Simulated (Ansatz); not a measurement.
ZnF2 (P4_2/mnm): zone-centre phonons and dielectric response

Perturbation theory with PBEsol in the plane-wave code Ansatz on the PBEsol cell, ground state and force constants on a 4×4×6 mesh. Spin-unpolarised throughout; all numbers are computed.

Space group P4_2/mnm (No. 136), tetragonal; conventional cell a = 4.720 Å, c = 3.126 Å, 11.61 Å³ an atom. Around Zn lie 6 F at 2.03–2.04 Å; around F lie 3 Zn at 2.03–2.04 Å.

```
Zn F
1.0
     4.71981    0.00000    0.00000
     0.00000    4.71981    0.00000
     0.00000    0.00000    3.12643
Zn F
2 4
Direct
  0.00000 0.00000 0.00000
  0.50000 0.50000 0.50000
  0.30385 0.30385 0.00000
  0.19615 0.80385 0.50000
  0.69615 0.69615 0.00000
  0.80385 0.19615 0.50000
```

Optical modes without the longitudinal term:
```csv
ω (cm⁻¹),degeneracy,"IR intensity, summed over the level ((D/Å)²/amu)"
63,1,0.00
115,1,0.00
161,2,7.93
238,2,0.60
239,2,0.00
239,1,0.00
293,1,11.34
328,1,0.00
352,1,0.00
373,2,12.57
503,1,0.00
```

The zone-centre optical frequencies run from 63 to 503 cm⁻¹, none imaginary (the rest of the zone wasn't tested). The long-range field leaves the highest mode where it is. Of the real levels 4 are infrared active, the strongest at 373 cm⁻¹.

The clamped-ion dielectric constant comes out as 2.57 along x and y, 2.68 along z. With the ions relaxed, ε⁰ is 8.8 along x and y, 6.7 along z. Born charges, averaged over directions: Zn +2.30, F -1.15 e.

For comparison, on the r2SCAN cell the mean ε∞ is 2.42 with r2SCAN (ground state on 4×4×6; least gap 4.28 eV), 2.57 with PBE (ground state on 4×4×6; least gap 3.58 eV).
